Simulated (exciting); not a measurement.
A run of exciting (release sodium):

Contents of input.xml:

```xml
<input>
  <title>Au</title>
  <structure speciespath="./" tshift="false">
    <crystal scale="1">
      <basevect>0.000000000000 3.845592663613 3.845592663613</basevect>
      <basevect>3.845592663613 0.000000000000 3.845592663613</basevect>
      <basevect>3.845592663613 3.845592663613 0.000000000000</basevect>
    </crystal>
    <species speciesfile="Au.xml" rmt="2.3">
      <atom coord="0.000000000000 0.000000000000 0.000000000000"/>
    </species>
  </structure>
  <groundstate do="fromscratch" ngridk="11 11 11" rgkmax="9" gmaxvr="14" lmaxapw="10" lmaxmat="10" lmaxvr="8" stype="Fermi Dirac" swidth="0.00183747" nempty="12" ValenceRelativity="iora*" epsengy="1e-05" epspot="1e-05" maxscl="60" outputlevel="normal">
    <libxc exchange="XC_GGA_X_B88" correlation="XC_GGA_C_LYP"/>
  </groundstate>
  <properties>
    <bandstructure>
      <plot1d>
        <path steps="80">
          <point coord="0 0 0" label="G"/>
          <point coord="0.5 0 0.5" label="X"/>
          <point coord="0.5 0.25 0.75" label="W"/>
          <point coord="0.375 0.375 0.75" label="K"/>
          <point coord="0 0 0" label="G"/>
          <point coord="0.5 0.5 0.5" label="L"/>
          <point coord="0.625 0.25 0.625" label="U"/>
          <point coord="0.5 0.25 0.75" label="W"/>
          <point coord="0.5 0.5 0.5" label="L"/>
          <point coord="0.375 0.375 0.75" label="K" breakafter="true"/>
          <point coord="0.625 0.25 0.625" label="U"/>
          <point coord="0.5 0 0.5" label="X"/>
        </path>
      </plot1d>
    </bandstructure>
    <dos nwdos="300" winddos="-0.6 0.5" inttype="tetra" ngrdos="100" nsmdos="1"/>
  </properties>
</input>
```

Potentials or basis: all-electron LAPW+lo, shipped species files, valence relativity iora*.

Run with:

```sh
$ OMP_NUM_THREADS=1 exciting_smp
```

Hardware: 1 thread of Arm Neoverse V2, on a shared host.

Q: Estimate the wall time of this run.

A: It took 42 s on 1 thread of Arm Neoverse V2, on a shared host, peak memory 0.1 GiB. Counts: scf iterations 19, plane waves 125.
